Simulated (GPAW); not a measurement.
Set up this calculation in GPAW 26.7.0, as an ASE script.

```yaml
Task: magnons
Functional: LDA
Potentials_or_basis: the program's PAW data sets (release 1.2.1) made for this functional
Cutoff: 450 eV
Basis: pw
k_mesh: 10 × 10 × 6
Occupations: fermi-dirac, width 0.05 eV
Spin: collinear spin, ferromagnetic start
Starting_moments: "[3.0, 3.0] μB"
Lines: 2
Response_ecut: 150 eV
Maxiter: 150
Response_k_mesh: 10 × 10 × 6
Response_bands: 27
Sites: "[0, 1]"
Site_radius: 1.163
Q_points: "[[0.0, 0.0, 0.0], [0.1, 0.0, 0.0], [0.2, 0.0, 0.0], [0.3, 0.0, 0.0], [0.1, 0.1, 0.0], [0.2, 0.2, 0.0], [0.3, 0.3, 0.0]]"
```

Co:

```
Co
1.0
     2.45541    0.00000    0.00000
    -1.22770    2.12645    0.00000
     0.00000    0.00000    3.99416
Co
2
Cartesian
  1.2277 0.7088 2.9956
  0.0000 1.4176 0.9985
```

One way to write it, as run:

run.py

```python
import numpy as np
from ase import Atoms
from ase.dft.bandgap import bandgap
from ase.io import write
from gpaw import GPAW, PW
from gpaw.response import ResponseContext, ResponseGroundStateAdapter
from gpaw.response.chiks import ChiKSCalculator
from gpaw.response.heisenberg import calculate_fm_magnon_energies
from gpaw.response.localft import LocalFTCalculator
from gpaw.response.mft import IsotropicExchangeCalculator
from gpaw.response.site_kernels import SphericalSiteKernels

atoms = Atoms(['Co', 'Co'],
              cell=[[2.4554087999, 0.0, 0.0],
                    [-1.2277044, 2.1264463974, 0.0],
                    [0.0, 0.0, 3.9941557227]],
              scaled_positions=[[0.6666666667, 0.3333333333, 0.75],
                                [0.3333333333, 0.6666666667, 0.25]],
              pbc=True)
atoms.set_initial_magnetic_moments([3.0, 3.0])

calc = GPAW(mode=PW(450),
            xc='LDA',
            kpts={'size': (10, 10, 6), 'gamma': True},
            occupations={'name': 'fermi-dirac', 'width': 0.05},
            nbands=21,
            convergence={'density': 0.0001},
            maxiter=150,
            txt='gpaw.txt')
atoms.calc = calc
energy = atoms.get_potential_energy()
calc.write('gs.gpw')
write('result.traj', atoms)
print(f'Energy: {energy:.6f} eV')
print('Moments:', calc.get_magnetic_moments().round(3))
print('Fermi level:', round(calc.get_fermi_level(), 4), 'eV')
print(f'Gap: {bandgap(calc)[0]:.4f} eV, direct: {bandgap(calc, direct=True)[0]:.4f} eV')

dense = calc.fixed_density(kpts={'size': (10, 10, 6), 'gamma': True},
                           nbands=33, convergence={'bands': 27, 'eigenstates': 1e-12},
                           update_fermi_level=True, maxiter=300, txt='dense.txt')
dense.write('dense.gpw', mode='all')

sites = [0, 1]
moments = calc.get_magnetic_moments()[sites]
q_qc = np.array([[0.0, 0.0, 0.0], [0.1, 0.0, 0.0], [0.2, 0.0, 0.0], [0.3, 0.0, 0.0], [0.1, 0.1, 0.0], [0.2, 0.2, 0.0], [0.3, 0.3, 0.0]])
gs = ResponseGroundStateAdapter.from_gpw_file('dense.gpw')
context = ResponseContext(txt='mft.txt')
chiks = ChiKSCalculator(gs, context, ecut=150, nbands=27, gammacentered=True)
exchange = IsotropicExchangeCalculator(chiks, LocalFTCalculator.from_rshe_parameters(gs, context))
kernels = SphericalSiteKernels(atoms.positions[sites], [[1.163] * len(sites)])
J_qab = np.array([exchange(q_c, kernels)[..., 0] for q_c in q_qc])
E_qn = calculate_fm_magnon_energies(J_qab, q_qc, moments)
np.savetxt('exchange.dat', np.c_[q_qc, 1000 * J_qab.real.reshape((len(q_qc), -1))], fmt='%.4f')
np.savetxt('magnons.dat', np.c_[q_qc, 1000 * E_qn.real], fmt='%.4f')
for q_c, E_n in zip(q_qc, E_qn):
    print(q_c.round(4), 'magnon energies (meV):', (1000 * E_n.real).round(2))
```

Potentials or basis: the program's PAW data sets (release 1.2.1) made for this functional, pw.

Run with:

```sh
$ OMP_NUM_THREADS=1 python run.py
```

Results of the run:

```json
{
  "Band gap on the k mesh": "none (metal or under the smearing width)",
  "Net moment": "3.14 μB per cell",
  "Site moments": "Co +1.61 μB"
}
```

Caveat: the number of bands moves the energies at small q by some ten meV; the exchange constants hang on this mesh and on the site radius; magnon energies are noisy on this mesh.

Wall time 5.2 min on 1 thread of Arm Neoverse V2, on a shared host, peak memory 0.34 GiB.
